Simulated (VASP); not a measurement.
P: density of states with PBE

P:

```
P
1.0
     2.70538    0.00000    0.00000
    -1.35269    2.34293    0.00000
     0.00000    0.00000    4.58769
P
2
Direct
  0.33333 0.66667 0.25000
  0.66667 0.33333 0.75000
```

This isn't the form of P at room conditions, which is orthorhombic.

```
Program                 : VASP 6.6.1
Task                    : density of states
Functional              : PBE
Potentials or basis     : VASP PAW PBE potentials, release 64 (P)
Cutoff                  : 520 eV
k mesh                  : 15 × 15 × 8
Occupations             : fermi-dirac, width 0.05 eV
Spin                    : no spin polarisation
Dipole correction       : no
k mesh for the DOS      : 23 × 23 × 12
Occupations for the DOS : tetrahedron
Further INCAR settings  : ALGO = Normal; EDIFF = 1e-06
```

```
Valence electrons inside the program's atomic spheres : P 2.32
```

Levels at points of the mesh, in eV from the Fermi level:
| k point | band 1 | band 2 | band 3 | band 4 | band 5 | band 6 | band 7 | band 8 | band 9 |
| --- | --- | --- | --- | --- | --- | --- | --- | --- | --- |
| (0.00, 0.00, 0.00) | -16.36 | -11.02 | -8.14 | 5.18 | 5.18 | 6.17 | 6.82 | 6.82 | 10.51 |
| (0.00, 0.00, 0.50) | -14.72 | -14.72 | -1.51 | -1.51 | 6.07 | 6.07 | 6.07 | 6.07 | 11.43 |

States per cell in windows of 1 eV (zero at the Fermi level; states under -8 eV left out):
```csv
from (eV),total,P1_p,P2_p,P1_s,P2_s,P1_d,P2_d
-8.0,0.26,0.02,0.02,0.04,0.04,0.00,0.00
-7.0,0.57,0.09,0.09,0.02,0.02,0.00,0.00
-6.0,0.87,0.14,0.14,0.05,0.05,0.00,0.00
-5.0,0.77,0.12,0.12,0.04,0.04,0.00,0.00
-4.0,0.88,0.15,0.15,0.04,0.04,0.00,0.00
-3.0,0.90,0.16,0.16,0.04,0.04,0.00,0.00
-2.0,0.92,0.17,0.17,0.04,0.04,0.00,0.00
-1.0,0.93,0.18,0.18,0.03,0.03,0.00,0.00
0.0,1.10,0.22,0.22,0.03,0.03,0.00,0.00
1.0,1.20,0.27,0.27,0.02,0.02,0.00,0.00
2.0,1.23,0.30,0.30,0.02,0.02,0.00,0.00
3.0,1.17,0.31,0.31,0.01,0.01,0.00,0.00
4.0,0.78,0.21,0.21,0.01,0.01,0.00,0.00
5.0,0.60,0.14,0.14,0.00,0.00,0.00,0.00
6.0,0.54,0.07,0.07,0.01,0.01,0.00,0.00
7.0,0.61,0.03,0.03,0.01,0.01,0.00,0.00
```

Run time: 55 s on 1 thread of Intel(R) Xeon(R) Platinum 8375C CPU @ 2.90GHz (Ice Lake), on a shared host, peak memory 0.2 GiB.
